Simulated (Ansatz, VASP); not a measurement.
## Hf: VASP beside Ansatz

```
Hf
1.0
     0.00000    2.24240    2.24240
     2.24240    0.00000    2.24240
     2.24240    2.24240    0.00000
Hf
1
Direct
  0.00000 0.00000 0.00000
```

Alike in both runs: task single point; functional PBE; k mesh 13 × 13 × 13; occupations fermi-dirac, width 0.15 eV; no spin polarisation.

```csv
,VASP,Ansatz
version,VASP 6.6.1,Ansatz 0.2.0
potentials or method,"VASP PAW PBE potentials, release 64 (Hf_pv), cutoff 520 eV","all-electron LAPW, scalar-relativistic"
```

```tsv
	VASP	Ansatz	Ansatz less VASP
pressure (GPa)	0.0	0.4	+0.45
```

Ansatz ran all-electron here, so the differences hold the error of VASP's frozen core and of both bases.

Spin-orbit coupling is left out, which matters for the levels of Hf.
